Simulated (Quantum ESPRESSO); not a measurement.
# In (P6_3/mmc) in Quantum ESPRESSO: single point with PBEsol

Aim: the single point of In with PBEsol.

Everything below comes from runs of Quantum ESPRESSO 7.5. Logs are shortened: lines on timing, memory, paths and dates and some standing lists are left out, and cuts for length are marked.

## (1) The structure

The structure is hexagonal, space group P6_3/mmc (No. 194). The conventional cell has a = 3.335 Å, b = 3.335 Å, c = 5.509 Å, α = 90.00°, β = 90.00°, γ = 120.00°. Around In (site symmetry -6m2) lie 12 In at 3.34 to 3.36 Å.

This isn't the form of In at room conditions, which is tetragonal.

## (2) Single point, PBEsol

File run.py:

```python
import numpy as np
from ase.calculators.espresso import Espresso, EspressoProfile
import spglib
from ase import Atoms
from ase.io import read

atoms = read('In.cif')
cell, pos, num = spglib.standardize_cell((atoms.cell[:], atoms.get_scaled_positions(), atoms.numbers), to_primitive=True, symprec=1e-4)
atoms = Atoms(numbers=num, cell=cell, scaled_positions=pos, pbc=True)

input_data = {
    'control': {'calculation': 'scf', 'prefix': 'pwscf', 'outdir': './tmp', 'tprnfor': True, 'tstress': True, 'disk_io': 'nowf'},
    'system': {'ecutwfc': 56.0, 'ecutrho': 448.0, 'nbnd': 20, 'occupations': 'smearing', 'smearing': 'fd', 'degauss': 0.00367493},
    'electrons': {'conv_thr': 4e-10, 'electron_maxstep': 120, 'mixing_beta': 0.5},
}
pseudopotentials = {'In': 'in_pbesol_v1.4.uspp.F.UPF'}
profile = EspressoProfile(command='mpirun -n 2 pw.x -nk 2', pseudo_dir='pseudo')
dft = Espresso(profile=profile, input_data=input_data, pseudopotentials=pseudopotentials, kpts=(9, 9, 5), koffset=(0, 0, 0))
atoms.calc = dft

print(f'energy {atoms.get_potential_energy():.8f} eV')
print('forces (eV/A)')
print(np.round(atoms.get_forces(), 6))
print('stress (eV/A^3, Voigt)')
print(np.round(atoms.get_stress(), 8))
print(f'Fermi level {dft.get_fermi_level():.4f} eV')
```

File In.cif:

```cif
data_In
_cell_length_a 3.33548478
_cell_length_b 3.33548478
_cell_length_c 5.50914292
_cell_angle_alpha 90.00000000
_cell_angle_beta 90.00000000
_cell_angle_gamma 120.00000000
_space_group_name_H-M_alt 'P6_3/mmc'
_space_group_name_Hall '-P 6c 2c'
_space_group_IT_number 194
loop_
_space_group_symop_operation_xyz
'x,y,z'
'-x,-y,-z'
'x-y,x,z+1/2'
'-x+y,-x,-z+1/2'
'-y,x-y,z'
'y,-x+y,-z'
'-x,-y,z+1/2'
'x,y,-z+1/2'
'-x+y,-x,z'
'x-y,x,-z'
'y,-x+y,z+1/2'
'-y,x-y,-z+1/2'
'-y,-x,-z+1/2'
'y,x,z+1/2'
'-x,-x+y,-z'
'x,x-y,z'
'-x+y,y,-z+1/2'
'x-y,-y,z+1/2'
'y,x,-z'
'-y,-x,z'
'x,x-y,-z+1/2'
'-x,-x+y,z+1/2'
'x-y,-y,-z'
'-x+y,y,z'
loop_
_atom_site_label
_atom_site_type_symbol
_atom_site_symmetry_multiplicity
_atom_site_Wyckoff_symbol
_atom_site_fract_x
_atom_site_fract_y
_atom_site_fract_z
_atom_site_occupancy
In1 In 2 c 0.6666666667 0.3333333333 0.7500000000 1
```

Potentials or basis: GBRV 1.5 PBEsol.

Command:

```
> OMP_NUM_THREADS=1 python run.py
```

Standard output:

```text
energy -3624.18494748 eV
forces (eV/A)
[[ 0.  0.  0.]
 [ 0. -0.  0.]]
stress (eV/A^3, Voigt)
[ 0.00938449  0.00938449  0.0107957   0.         -0.          0.        ]
Fermi level 9.9290 eV
```

espresso.pwi:

```text
&CONTROL
   calculation      = 'scf'
   tstress          = .true.
   tprnfor          = .true.
   outdir           = './tmp'
   prefix           = 'pwscf'
   disk_io          = 'nowf'
   pseudo_dir       = 'pseudo'
/
&SYSTEM
   nbnd             = 20
   ecutwfc          = 56.0
   ecutrho          = 448.0
   occupations      = 'smearing'
   degauss          = 0.00367493
   smearing         = 'fd'
   ntyp             = 1
   nat              = 2
   ibrav            = 0
/
&ELECTRONS
   electron_maxstep = 120
   conv_thr         = 4e-10
   mixing_beta      = 0.5
/
&IONS
/
&CELL
/
&FCP
/
&RISM
/
ATOMIC_SPECIES
In 114.818 in_pbesol_v1.4.uspp.F.UPF

K_POINTS automatic
9 9 5  0 0 0

CELL_PARAMETERS angstrom
3.33548478000000 0.00000000000000 0.00000000000000
-1.66774239000000 2.88861455341635 0.00000000000000
0.00000000000000 0.00000000000000 5.50914292000000

ATOMIC_POSITIONS angstrom
In 1.6677423900 0.9628715178 4.1318571900  
In -0.0000000000 1.9257430356 1.3772857300
```

espresso.pwo:

```text
This program is part of the open-source Quantum ESPRESSO suite
     for quantum simulation of materials; please cite
         "P. Giannozzi et al., J. Phys.:Condens. Matter 21 395502 (2009);
         "P. Giannozzi et al., J. Phys.:Condens. Matter 29 465901 (2017);
         "P. Giannozzi et al., J. Chem. Phys. 152 154105 (2020);
     in publications or presentations arising from this work. More details at

Warning: card &CELL ignored
Warning: card &FCP ignored
Warning: card &RISM ignored

     Message from routine setup:
     using ibrav=0 with symmetry is DISCOURAGED, use correct ibrav instead

     K-points division:     npool     =       2
     Subspace diagonalization in iterative solution of the eigenvalue problem:
     a serial algorithm will be used

     G-vector sticks info
     --------------------
     sticks:   dense  smooth     PW     G-vecs:    dense   smooth      PW
     Sum        1237     613    187                57215    20113    3369

     Using Slab Decomposition

     bravais-lattice index     =            0
     lattice parameter (alat)  =       6.3032  a.u.
     unit-cell volume          =     358.2030 (a.u.)^3
     number of atoms/cell      =            2
     number of atomic types    =            1
     number of electrons       =        26.00
     number of Kohn-Sham states=           20
     kinetic-energy cutoff     =      56.0000  Ry
     charge density cutoff     =     448.0000  Ry
     scf convergence threshold =      4.0E-10
     mixing beta               =       0.5000
     number of iterations used =            8  plain     mixing
     Exchange-correlation= SLA  PW   PSX  PSC
                           (   1   4  10   8   0   0   0)

     celldm(1)=   6.303153  celldm(2)=   0.000000  celldm(3)=   0.000000
     celldm(4)=   0.000000  celldm(5)=   0.000000  celldm(6)=   0.000000

     crystal axes: (cart. coord. in units of alat)
               a(1) = (   1.000000   0.000000   0.000000 )
               a(2) = (  -0.500000   0.866025   0.000000 )
               a(3) = (   0.000000   0.000000   1.651677 )

     reciprocal axes: (cart. coord. in units 2 pi/alat)
               b(1) = (  1.000000  0.577350 -0.000000 )
               b(2) = (  0.000000  1.154701  0.000000 )
               b(3) = (  0.000000 -0.000000  0.605445 )

     PseudoPot. # 1 for In read from file:
     in_pbesol_v1.4.uspp.F.UPF
     Pseudo is Ultrasoft + core correction, Zval = 13.0
     Generated by new atomic code, or converted to UPF format
     Using radial grid of  889 points,  6 beta functions with:
                l(1) =   0
                l(2) =   0
                l(3) =   1
                l(4) =   1
                l(5) =   2
                l(6) =   2
     Q(r) pseudized with  6 coefficients,  rinner =    1.400   1.400   1.400
                                                       1.400   1.400

     atomic species   valence    mass     pseudopotential
     In               13.00   114.81800     In( 1.00)

     24 Sym. Ops., with inversion, found (12 have fractional translation)

   Cartesian axes

     site n.     atom                  positions (alat units)
         1        In     tau(   1) = (   0.5000000   0.2886751   1.2387576  )
         2        In     tau(   2) = (  -0.0000000   0.5773503   0.4129192  )

     number of k points=    36  Fermi-Dirac smearing, width (Ry)=  0.0037
                       cart. coord. in units 2pi/alat
        k(    1) = (   0.0000000   0.0000000   0.0000000), wk =   0.0049383
        k(    2) = (   0.0000000   0.0000000   0.1210891), wk =   0.0098765
        k(    3) = (   0.0000000   0.0000000   0.2421781), wk =   0.0098765
        k(    4) = (   0.0000000   0.1283001   0.0000000), wk =   0.0296296
        k(    5) = (   0.0000000   0.1283001   0.1210891), wk =   0.0592593
        k(    6) = (   0.0000000   0.1283001   0.2421781), wk =   0.0592593
[... 28 lines left out ...]
        k(   35) = (   0.3333333   0.5773503   0.1210891), wk =   0.0197531
        k(   36) = (   0.3333333   0.5773503   0.2421781), wk =   0.0197531

     Dense  grid:    57215 G-vectors     FFT dimensions: (  45,  45,  72)

     Smooth grid:    20113 G-vectors     FFT dimensions: (  32,  32,  50)

     Initial potential from superposition of free atoms

     starting charge      23.0000, renormalised to      26.0000
     Starting wfcs are   18 randomized atomic wfcs +    2 random wfcs

     Self-consistent Calculation

     iteration #  1     ecut=    56.00 Ry     beta= 0.50
     Davidson diagonalization with overlap
     ethr =  1.00E-02,  avg # of iterations =  5.9

     total energy              =    -263.50835675 Ry
     estimated scf accuracy    <       8.56953466 Ry
[... 50 lines left out ...]
     iteration #  9     ecut=    56.00 Ry     beta= 0.50
     Davidson diagonalization with overlap
     ethr =  1.08E-11,  avg # of iterations =  2.4

     End of self-consistent calculation

          k = 0.0000 0.0000 0.0000 (  2551 PWs)   bands (ev):

    -4.7147  -4.6578  -4.6312  -4.6312  -4.6043  -4.6043  -4.5307  -4.5307
    -4.3513  -4.3513   0.4123   5.4329   6.5173  18.2205  18.2205  20.0440
    20.0440  20.1141  20.7110  21.2148
[... 207 lines left out ...]
    -4.6899  -4.6899  -4.6320  -4.5322  -4.5107  -4.5107  -4.4866  -4.4864
    -4.3459  -4.3459   7.2784   7.2784   8.8424   8.8424   9.0169  10.0652
    16.6611  16.6611  18.8333  21.4061

     the Fermi energy is     9.9290 ev

!    total energy              =    -266.37270382 Ry
     estimated scf accuracy    <          3.0E-10 Ry
     smearing contrib. (-TS)   =      -0.00102331 Ry
     internal energy E=F+TS    =    -266.37168051 Ry

     The total energy is F=E-TS. E is the sum of the following terms:
     one-electron contribution =     -80.13641327 Ry
     hartree contribution      =      61.67725340 Ry
     xc contribution           =     -74.73149955 Ry
     ewald contribution        =    -173.18102108 Ry

     convergence has been achieved in   9 iterations

     Forces acting on atoms (cartesian axes, Ry/au):

     atom    1 type  1   force =     0.00000000    0.00000000    0.00000000
     atom    2 type  1   force =     0.00000000   -0.00000000    0.00000000

     Total force =     0.000000     Total SCF correction =     0.000000

     Computing stress (Cartesian axis) and pressure

          total   stress  (Ry/bohr**3)                   (kbar)     P=      -15.79
  -0.00010221  -0.00000000   0.00000000          -15.04       -0.00        0.00
  -0.00000000  -0.00010221  -0.00000000           -0.00      -15.04       -0.00
   0.00000000   0.00000000  -0.00011758            0.00        0.00      -17.30

=------------------------------------------------------------------------------=
   JOB DONE.
=------------------------------------------------------------------------------=
```

Wall time 14 s (2 MPI ranks of Arm Neoverse V2, shared host); peak memory 0.32 GiB.

Results:

```
Free energy            : -3624.1853 eV
Pressure               : -1.6 GPa
Band gap on the k mesh : none (metal or under the smearing width)
```

Levels at points of the mesh, in eV from the Fermi level:
```tsv
k point	band 11	band 12	band 13	band 14	band 15	band 16
(0.00, 0.00, 0.00)	-9.52	-4.50	-3.41	8.29	8.29	10.12
```
